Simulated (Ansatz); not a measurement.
# SnO2: the cost of one run

Program: Ansatz 0.2.0. Level of theory: DFT r2SCAN, scalar-relativistic, plane waves, PAW. These are calculated values, not measurements.

3 further runs of the same task are left out: 3 set aside as unsound or not needed.

**1. The structure to begin with**

It takes space group P4_2/mnm (No. 136, tetragonal). Conventional cell: a = 4.760 Å, b = 4.760 Å, c = 3.201 Å, α = 90.00°, β = 90.00°, γ = 90.00°. Sn (site symmetry mmm) has 6 O at 2.06 to 2.07 Å in its first shell of neighbours. Around O (site symmetry m2m) lie 3 Sn at 2.06 to 2.07 Å.

As a file:

```
CELL_PARAMETERS angstrom
4.75982 0.00000 0.00000
0.00000 4.76006 0.00000
0.00000 0.00000 3.20071
ATOMIC_POSITIONS crystal
Sn 0.50000 0.50000 0.50000
Sn 0.00000 0.00000 0.00000
O 0.30586 0.30596 0.00000
O 0.80586 0.19404 0.50000
O 0.19414 0.80596 0.50000
O 0.69414 0.69404 0.00000
```

It goes back to an entry of the Materials Project, which need not be the stable form.

It is the result of an earlier relaxation at this level (volume 12.09 Å³/atom; gap on the mesh: 1.77 eV).

**2. Target pressure -2 GPa**

input.yaml

```yaml
crystal:
  lattice:
    - [4.7904965952, 0.0, 0.0]
    - [0.0, 4.7907376537, 0.0]
    - [0.0, 0.0, 3.2213403213]
  atoms:
    - { symbol: Sn, position: [0.5, 0.5, 0.5] }
    - { symbol: Sn, position: [0.0, 0.0, 0.0] }
    - { symbol: O, position: [0.3058623572, 0.3059582262, 0.0] }
    - { symbol: O, position: [0.8058623572, 0.1940417738, 0.5] }
    - { symbol: O, position: [0.1941376428, 0.8059582262, 0.5] }
    - { symbol: O, position: [0.6941376428, 0.6940417738, 0.0] }
basis:
  ecutwfc: 500
kpoints:
  mp_grid: { grid: [6, 6, 8] }
hamiltonian:
  xc: r2scan
scf:
  occupations: { method: gaussian, width: 0.02 }
output:
  forces: true
  stress: true
  eigenvalues: true
relax:
  adjacent_minimum: "off"
  f_tol: 0.008
  max_steps: 50
  cell: { stress_tol: 0.08, p_target: -2.0 }
```

Launch:

```bash
> ansatz run input.yaml --threads 1 --pin off --max-ram 2560MiB --backend cpu --events-out ev --progress --plain --runs-dir out
```

What time and memory should one allow on 1 thread of Intel Xeon at 2.50GHz (Skylake/Cascade Lake), shared host?

About 3.1 min, with a peak of 0.64 GiB.
